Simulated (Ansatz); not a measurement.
# AlP: the cost of one run

Method: DFT PBE0, scalar-relativistic, plane waves, PAW, in Ansatz 0.2.0.

**1. The structure to begin with**

Symmetry: F-43m, No. 216, cubic system. Conventional cell: a = 5.348 Å, b = 5.348 Å, c = 5.348 Å, α = 90.00°, β = 90.00°, γ = 90.00°. Al (site symmetry -43m) is surrounded by 4 P at 2.32 Å. Around P (site symmetry -43m) lie 4 Al at 2.32 Å.

Structure file:

```cif
data_structure
_symmetry_space_group_name_H-M 'F-43m'
_symmetry_Int_Tables_number 216
_cell_length_a 5.3479
_cell_length_b 5.3479
_cell_length_c 5.3479
_cell_angle_alpha 90.000
_cell_angle_beta 90.000
_cell_angle_gamma 90.000
_cell_volume 152.95
loop_
_atom_site_label
_atom_site_type_symbol
_atom_site_symmetry_multiplicity
_atom_site_Wyckoff_symbol
_atom_site_fract_x
_atom_site_fract_y
_atom_site_fract_z
_atom_site_occupancy
Al1 Al 4 a 0.00000 0.00000 0.00000 1
P1 P 4 d 0.25000 0.25000 0.75000 1
```

This is a trial structure built by rule; it need not be a known or stable form of this composition.

The cell is the ideal cubic zincblende prototype; whether it is the stable structure of this composition wasn't checked.

**2. Seeking zero pressure, try 1**

input.yaml

```yaml
crystal:
  lattice:
    - [0.0, 2.6739400367, 2.6739400367]
    - [2.6739400367, 0.0, 2.6739400367]
    - [2.6739400367, 2.6739400367, 0.0]
  atoms:
    - { symbol: Al, position: [0.0, 0.0, 0.0] }
    - { symbol: P, position: [0.25, 0.25, 0.25] }
basis:
  ecutwfc: 420
kpoints:
  mp_grid: { grid: [6, 6, 6] }
hamiltonian:
  xc: pbe0
scf:
  occupations: { method: gaussian, width: 0.05 }
output:
  forces: true
  stress: true
  eigenvalues: true
```

On the command line:

```console
$ ansatz run input.yaml --threads 4 --pin off --max-ram 12288MiB --backend cpu --events-out ev --progress --plain --runs-dir out
```

**Question.** How long does this run take on 4 threads of AMD EPYC 9R45 (Zen 5), shared host, and how much memory does it need?

About 2.8 s, with a peak of 0.91 GiB.
